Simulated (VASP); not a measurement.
# CdS (Greenockite) (P6_3mc) in VASP: a series of runs

One crystal, CdS (Greenockite), is run at these levels: HSE06; tasks: single point.

Everything below comes from runs of VASP 6.6.1. Logs are shortened: lines on timing, memory, paths and dates and some standing lists are left out, and cuts for length are marked.

## (1) The structure

It takes space group P6_3mc (No. 186, hexagonal). Conventional cell: a = 4.150 Å, b = 4.150 Å, c = 6.737 Å, α = 90.00°, β = 90.00°, γ = 120.00°. Cd (site symmetry 3m) has 4 S at 2.53 to 2.54 Å as nearest neighbours. S (site symmetry 3m) is surrounded by 4 Cd at 2.53 to 2.54 Å.

## (2) Single point, HSE06

Contents of POSCAR:

```
CdS
1.0
    4.1500000000      0.0000000000      0.0000000000
   -2.0750000000      3.5940054257      0.0000000000
    0.0000000000      0.0000000000      6.7370000000
Cd S
2 2
Direct
    0.6666666667      0.3333333333      0.5000000000
    0.3333333333      0.6666666667      0.0000000000
    0.6666666667      0.3333333333      0.8750000000
    0.3333333333      0.6666666667      0.3750000000
```

Contents of INCAR.step1:

```
PREC     = Accurate       # precision mode
ENCUT    = 300            # plane-wave cutoff, eV
EDIFF    = 1E-5           # SCF threshold, eV
ISMEAR   = 0              # smearing method
SIGMA    = 0.01           # smearing width, eV
LREAL    = False          # projectors in reciprocal space
LASPH    = True           # aspherical terms in the spheres
NELM     = 100            # most SCF steps
ALGO     = Normal         # electronic algorithm
ISIF     = 2              # what is computed and relaxed
LWAVE    = True           # write WAVECAR
LCHARG   = False          # write CHGCAR
NBANDS   = 26             # bands
NKRED    = 1            
GGA      = PE             # functional
```

Contents of INCAR.step2:

```
PREC     = Accurate       # precision mode
ENCUT    = 300            # plane-wave cutoff, eV
EDIFF    = 1E-6           # SCF threshold, eV
ISMEAR   = 0              # smearing method
SIGMA    = 0.01           # smearing width, eV
LREAL    = False          # projectors in reciprocal space
LASPH    = True           # aspherical terms in the spheres
NELM     = 100            # most SCF steps
ALGO     = Normal         # electronic algorithm
ISIF     = 2              # what is computed and relaxed
LWAVE    = False          # write WAVECAR
LCHARG   = False          # write CHGCAR
GGA      = PE             # functional
LHFCALC  = True           # exact exchange
HFSCREEN = 0.2            # screening, 1/A
PRECFOCK = Fast         
NBANDS   = 26             # bands
NKRED    = 1            
ISTART   = 1
```

Contents of KPOINTS:

```
regular mesh
0
Gamma
  3 3 2
```

Potentials or basis: VASP PAW PBE potentials, release 64 (Cd, S).

Command:

```
cat potpaw_PBE.64/Cd/POTCAR potpaw_PBE.64/S/POTCAR > POTCAR
cp INCAR.step1 INCAR
mpirun -np 1 vasp_std > vasp.out
cp INCAR.step2 INCAR
mpirun -np 1 vasp_std > vasp.out
```

OUTCAR:

```text
PREC = Accurate
   ENCUT = 300
   EDIFF = 1E-6
   ISMEAR = 0
   LREAL = False
   LASPH = True
   NELM = 100
   ISIF = 2
   GGA = PE
   LHFCALC = True
   HFSCREEN = 0.2
   PRECFOCK = Fast
   NKRED = 1
   ISTART = 1

 Found      6 irreducible k-points:

 Following reciprocal coordinates:
            Coordinates               Weight
  0.000000  0.000000  0.000000      1.000000
  0.333333  0.000000  0.000000      6.000000
  0.333333  0.333333  0.000000      2.000000
  0.000000  0.000000  0.500000      1.000000
  0.333333  0.000000  0.500000      6.000000
  0.333333  0.333333  0.500000      2.000000
   k-points           NKPTS =      6   k-points in BZ     NKDIM =     18   number of bands    NBANDS=     26
   number of dos      NEDOS =    301   number of ions     NIONS =      4
   total plane-waves  NPLWV =  23040
   dimension x,y,z NGX =    24 NGY =   24 NGZ =   40
   dimension x,y,z NGXF=    48 NGYF=   48 NGZF=   80
   ions per type =               2   2
   NGX,Y,Z   is equivalent  to a cutoff of   9.61,  9.61,  9.87 a.u.
   NGXF,Y,Z  is equivalent  to a cutoff of  19.23, 19.23, 19.74 a.u.
 SYSTEM =  unknown system
   PREC   = accura    normal or accurate (medium, high low for compatibility)
   ISTART =      1    job   : 0-new  1-cont  2-samecut
   ICHARG =      0    charge: 1-file 2-atom 10-const
   ISPIN  =      1    spin polarized calculation?
   LNONCOLLINEAR =      F non collinear calculations
   LSORBIT =      F    spin-orbit coupling
   LASPH  =      T    aspherical Exc in radial PAW
   ENCUT  =  300.0 eV  22.05 Ry    4.70 a.u.   5.86  5.86  9.51*2*pi/ulx,y,z
   NELM   =    100;   NELMIN=  2; NELMDL=  0     # of ELM steps
   EDIFF  = 0.1E-05   stopping-criterion for ELM
   LREAL  =      F    real-space projection
   EDIFFG = 0.1E-04   stopping-criterion for IOM
   NSW    =      0    number of steps for IOM
   IBRION =     -1    ionic relax: 0-MD 1-quasi-New 2-CG
   NFREE  =      0    steps in history (QN), initial steepest desc. (CG)
   ISIF   =      2    stress and relaxation
   ISYM   =      3    0-nonsym 1-usesym 2-fastsym
   POTIM  = 0.5000    time-step for ionic-motion
   TEBEG  =    0.0;   TEEND  =   0.0 temperature during run
   PSTRESS=    0.0 pullay stress
   NELECT =      36.0000    total number of electrons
   NUPDOWN=      -1.0000    fix difference up-down
   EMIN   =  10.00;   EMAX   =-10.00  energy-range for DOS
   EFERMI =   0.00;   METHOD = LEGACY
   ISMEAR =     0;   SIGMA  =   0.01  broadening in eV -4-tet -1-fermi 0-gaus
   EFERMI_NEDOS =   21; number of points for ismear=-14 and -15
   IALGO  =     38    algorithm
   IMIX   =      1    mixing-type and parameters
     AMIX     =   0.40;   BMIX     =  1.00
     AMIX_MAG =   1.60;   BMIX_MAG =  1.00
  volume/ion in A,a.u.               =      25.12       169.52
  Fermi-wavevector in a.u.,A,eV,Ry     =   1.162727  2.197236 18.394190  1.351935
  Thomas-Fermi vector in A             =   2.299285
   LORBIT       =      0    0 simple, 1 ext, 2 COOP (PROOUT), +10 PAW based schemes
   GGA     = PE    functional components
   LHFCALC =     T    Hartree Fock is set to
   PRECFOCK=fast      Normal, Fast or Accurate (Low or Medium for compatibility)
   ENCUT4O =  -1.0   cutoff for four orbital integrals eV
   NKREDX  =     1    reduce k-point grid by
   NKREDY  =     1    reduce k-point grid by
   NKREDZ  =     1    reduce k-point grid by
   AEXX    =    0.2500 exact exchange contribution
   HFSCREEN=    0.2000 screening length (either q_TF or 0.3 A-1)
   HFSCREENC=   0.2000 screening length for correlation (either q_TF or 0.3 A-1)
   ENCUTFOCK=  -1.0 apply spherical cutoff to Coloumb kernel
   IVDW    =     0    specifies the selected vdW correction
   LEPSILON=     F    determine dielectric tensor
   LRPA    =     F    only Hartree local field effects (RPA)
 non-spin polarized calculation
 Gauss-broadening in eV      SIGMA  =   0.01
  energy-cutoff  :      300.00
  volume of cell :      100.48
 maximum number of plane-waves:      1196
 NGX is ok and might be reduce to    24
  NGX = 14; NGY = 14; NGZ = 24

 number of electron      36.0000027 magnetization

 Free energy of the ion-electron system (eV)
  ---------------------------------------------------
  ext. energy  EPLUGINS =         0.00000000
  ---------------------------------------------------
  free energy    TOTEN  =       -15.12819067 eV

  energy without entropy =      -15.12819067  energy(sigma->0) =      -15.12819067

 E-fermi :   0.6739     XC(G=0):  -7.5181

 val. band max:        0.5605240512   @ k =   0.0000   0.0000   0.0000
 cond. band min:       2.8281333914   @ k =   0.0000   0.0000   0.0000
 fundamental gap:      2.2676093402
 Fermi energy:         0.6738665282

 k-point     1 :       0.0000    0.0000    0.0000
  band No.  band energies     occupation
      1     -12.9071      2.00000
      2     -12.4517      2.00000
      3      -8.2333      2.00000
      4      -8.2118      2.00000
      5      -8.2118      2.00000
      6      -8.1248      2.00000
[... 18 lines left out ...]
     25       9.4046      0.00000
     26       9.5337      0.00000

 k-point     2 :       0.3333    0.0000    0.0000
  band No.  band energies     occupation
      1     -12.5945      2.00000
      2     -12.3439      2.00000
      3      -8.1425      2.00000
      4      -8.1225      2.00000
      5      -7.9967      2.00000
      6      -7.9716      2.00000
[... 18 lines left out ...]
     25      10.0373      0.00000
     26      10.7674      0.00000

 k-point     3 :       0.3333    0.3333    0.0000
  band No.  band energies     occupation
      1     -12.3673      2.00000
      2     -12.3673      2.00000
      3      -8.1496      2.00000
      4      -7.9893      2.00000
      5      -7.9892      2.00000
      6      -7.9198      2.00000
[... 18 lines left out ...]
     25      10.5861      0.00000
     26      10.5861      0.00000

 k-point     4 :       0.0000    0.0000    0.5000
  band No.  band energies     occupation
      1     -12.6731      2.00000
      2     -12.6731      2.00000
      3      -8.1748      2.00000
      4      -8.1748      2.00000
      5      -8.1747      2.00000
      6      -8.1747      2.00000
[... 18 lines left out ...]
     25       8.5727      0.00000
     26       8.5727      0.00000

 k-point     5 :       0.3333    0.0000    0.5000
  band No.  band energies     occupation
      1     -12.4581      2.00000
      2     -12.4581      2.00000
      3      -8.0943      2.00000
      4      -8.0943      2.00000
      5      -8.0457      2.00000
      6      -8.0457      2.00000
[... 18 lines left out ...]
     25       9.9843      0.00000
     26       9.9843      0.00000

 k-point     6 :       0.3333    0.3333    0.5000
  band No.  band energies     occupation
      1     -12.3551      2.00000
      2     -12.3551      2.00000
      3      -8.0414      2.00000
      4      -8.0414      2.00000
      5      -8.0191      2.00000
      6      -8.0191      2.00000
[... 18 lines left out ...]
     25      11.0681      0.00000
     26      11.0681      0.00000

------------------------ aborting loop because EDIFF is reached ----------------------------------------

  FORCE on cell =-STRESS in cart. coord.  units (eV):
  Direction    XX          YY          ZZ          XY          YZ          ZX
  --------------------------------------------------------------------------------------
  -------------------------------------------------------------------------------------
  Total        0.8990760      0.8990760      0.7943683      0.0000000     -0.0000000      0.0000000
  in kB       14.3355258     14.3355258     12.6659891      0.0000000     -0.0000000      0.0000000
  external PRESSURE =      13.7790135 kB  Pullay stress =       0.0000000 kB

 VOLUME and BASIS-vectors are now :
 -----------------------------------------------------------------------------
  energy-cutoff  :      300.00
  volume of cell :      100.48
      direct lattice vectors                 reciprocal lattice vectors
     4.150000000  0.000000000  0.000000000     0.240963855  0.139120547  0.000000000
    -2.075000000  3.594005426  0.000000000     0.000000000  0.278241094  0.000000000
     0.000000000  0.000000000  6.737000000     0.000000000  0.000000000  0.148434021

 POSITION                                       TOTAL-FORCE (eV/Angst)
 -----------------------------------------------------------------------------------
      2.07500      1.19800      3.36850        -0.000000     -0.000000     -0.031797
     -0.00000      2.39600      0.00000         0.000000      0.000000     -0.031797
      2.07500      1.19800      5.89487         0.000000      0.000000      0.031797
     -0.00000      2.39600      2.52637        -0.000000      0.000000      0.031797
 -----------------------------------------------------------------------------------
    total drift:                               -0.000001     -0.000001     -0.000631

  FREE ENERGIE OF THE ION-ELECTRON SYSTEM (eV)
  ---------------------------------------------------
  free  energy   TOTEN  =       -15.1281906662 eV

  energy  without entropy=      -15.1281906662  energy(sigma->0) =      -15.12819067
```

Run time: 1.8 min. Hardware: 1 thread of Intel Xeon Platinum 8488C (Sapphire Rapids), shared host; peak memory 0.25 GiB.

These settings aren't checked as converged: the numbers below hold their error.

What came out:

```
Free energy            : -15.1282 eV
Largest force          : 0.032 eV/Å
Band gap on the k mesh : 2.27 eV, direct
```

Caveat: the k mesh is coarse (spacing up to 0.58 Å⁻¹), so the values aren't converged, least of all with exact exchange; the cutoff is under 1.25 times the usual one of these potentials, so pressure, stress and relaxed cells hold a basis-set (Pulay) error; the PAW data sets were made with another functional, which shifts forces and pressure a little.

## (3) Single point, HSE06

POSCAR is that of step 2.

INCAR.step1, as its differences from that of step 2:

```diff
@@ -1,3 +1,3 @@
 PREC     = Accurate       # precision mode
-ENCUT    = 300            # plane-wave cutoff, eV
+ENCUT    = 350            # plane-wave cutoff, eV
 EDIFF    = 1E-5           # SCF threshold, eV
```

INCAR.step2, as its differences from that of step 2:

```diff
@@ -1,3 +1,3 @@
 PREC     = Accurate       # precision mode
-ENCUT    = 300            # plane-wave cutoff, eV
+ENCUT    = 350            # plane-wave cutoff, eV
 EDIFF    = 1E-6           # SCF threshold, eV
@@ -15,3 +15,3 @@
 HFSCREEN = 0.2            # screening, 1/A
-PRECFOCK = Fast         
+PRECFOCK = Medium       
 NBANDS   = 26             # bands
```

KPOINTS is that of step 2.

Potentials or basis: VASP PAW PBE potentials, release 64 (Cd, S).

Command:

```
cat potpaw_PBE.64/Cd/POTCAR potpaw_PBE.64/S/POTCAR > POTCAR
cp INCAR.step1 INCAR
mpirun -np 1 vasp_std > vasp.out
cp INCAR.step2 INCAR
mpirun -np 1 vasp_std > vasp.out
```

Run time: 9 min. Hardware: 1 thread of Intel Xeon Platinum 8488C (Sapphire Rapids), shared host; peak memory 0.3 GiB.

The run converged, but some of its settings lie outside the range that counts as converged, so its numbers aren't taken as properties of the crystal.

What came out:

- Free energy: -15.1356 eV
- Pressure: 1.0 GPa
- Largest force: 0.031 eV/Å
- Band gap on the k mesh: 2.27 eV, direct

Caveat: the k mesh is coarse (spacing up to 0.58 Å⁻¹), so the values aren't converged, least of all with exact exchange; the PAW data sets were made with another functional, which shifts forces and pressure a little.

(Continued in part 2 of 2.)
